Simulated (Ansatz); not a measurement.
# Re: energy above lowest point and pressure against volume per atom

Equation of state of a cubic crystal from periodic Kohn-Sham density functional theory without spin; pressure corrected for the finite basis. The results are calculated, by Ansatz 0.2.0 development build.

Cell of the first row (space group Fm-3m, No. 225):
```
Re
1.0
      0.0000     1.9045     1.9045
      1.9045     0.0000     1.9045
      1.9045     1.9045     0.0000
Re
1
Direct
  0.00000 0.00000 0.00000
```

Settings of every row: formula Re; structure type fcc; functional r2SCAN; spin treatment none; k mesh 15x15x15; occupation method fermi-dirac; occupation width 0.1 eV; wave cutoff 560 eV; datasets hand-made PAW; density cutoff ratio 4; xc grid level 2.

Limits: a cubic model structure, not a phase known at ambient conditions; the SCF threshold is loose for a stress in some rows; no spin-orbit coupling, which can matter with elements this heavy.

```
row  volume per atom (Å³)  energy above lowest point (meV/atom)  pressure (GPa)
  1                13.817                                 81.99          29.485
  2                14.267                                 21.14          14.193
  3                14.718                                     0           1.196
  4                15.168                                     ?               ?
  5                15.619                                 53.72         -19.181
```

Question: what energy above lowest point and pressure should row 4 give?

Worked fit of energy above lowest point. Take u = (V_r/V)^(2/3) − 1 with V_r = 14.492 Å³ an atom, which is twice the finite (Eulerian) strain; such expansions in the strain, on which the Birch-Murnaghan equation of state is built, carry the rest volume and the bulk modulus. The shown rows have u = 0.03231, 0.01049, -0.01026, -0.0487. Least squares give energy above lowest point = 6.044 + 1021.49 × u + 41085.9 × u² meV/atom; a straight line predicts inner rows, each left out in turn, worse (root mean square 42 against 0.28 meV/atom). The rows lie off it by 0.05, -0.14, 0.11, -0.02 (root mean square 0.093 meV/atom). Its lowest point lies at u = -0.0124, or V = 14.77 Å³ an atom, and the curvature there gives the bulk modulus at fixed shape and fractions, B = (4/9)(1 + u)² E″(u)/V = 386 GPa. The withheld row has u = -0.02994, so the fit gives 6.044 + 1021.49 × (-0.02994) + 41085.9 × (-0.02994)² = 12.29 meV/atom.

The calculation gave 12.57 meV/atom. The fit lies 0.28 meV/atom (2.2 % of the value, 0.34 % of the column's range) below it; its largest miss of a shown row is 0.14 meV/atom.

Worked fit of pressure. Take u = (V_r/V)^(2/3) − 1 with V_r = 14.492 Å³ an atom, which is twice the finite (Eulerian) strain; such expansions in the strain, on which the Birch-Murnaghan equation of state is built, carry the rest volume and the bulk modulus. The shown rows have u = 0.03231, 0.01049, -0.01026, -0.0487. Least squares give pressure = 7.445 + 627.957 × u + 1669.2 × u² GPa; a straight line predicts inner rows, each left out in turn, worse (root mean square 1.7 against 0.046 GPa). The rows lie off it by 0.008, -0.023, 0.018, -0.003 (root mean square 0.015 GPa). The pressure vanishes at u = -0.0123, or V = 14.76 Å³ an atom, and there the bulk modulus at fixed shape and fractions is B = −V dP/dV = (2/3)(1 + u) dP/du = 387 GPa. The withheld row has u = -0.02994, so the fit gives 7.445 + 627.957 × (-0.02994) + 1669.2 × (-0.02994)² = -9.860 GPa.

The calculation gave -9.836 GPa. The fit lies 0.024 GPa (0.049 % of the column's range) below it; its largest miss of a shown row is 0.023 GPa.
